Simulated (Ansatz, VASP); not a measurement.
**Ti: VASP beside Ansatz**

```xyz
3
Lattice="4.6000 0.0000 0.0000 -2.3000 3.9837 0.0000 0.0000 0.0000 2.8200" Properties=species:S:1:pos:R:3 pbc="T T T"
Ti    0.0000    0.0000    0.0000
Ti    0.0000    2.6558    1.4100
Ti    2.3000    1.3279    1.4100
```

This isn't the form of Ti at room conditions, which is hcp.

Alike in both runs: task single point; functional PBEsol; k mesh 9 × 9 × 12; occupations gaussian, width 0.05 eV; no spin polarisation.

|  | VASP | Ansatz |
| --- | --- | --- |
| version | VASP 6.6.1 | Ansatz 0.2.0 |
| potentials or method | VASP PAW PBE potentials, release 64 (Ti_sv) | scalar-relativistic, plane waves, PAW |
| plane-wave cutoff (eV) | 520 | 500 |
| valence electrons in the cell | 36 | 36 |

VASP gave:

* gap on the k mesh at the Fermi level (eV): none
* pressure (GPa): -5.1
* largest component of the traceless stress (GPa): 1.10

Question: Estimate Ansatz's values.

Answer: gap on the k mesh at the Fermi level (eV): none; pressure (GPa): -4.9; largest component of the traceless stress (GPa): 1.10.

A gap of «none» marks a metal or a gap that the smearing closes.

Caveats: the PAW data sets were made with another functional, which shifts forces and pressure a little (VASP).
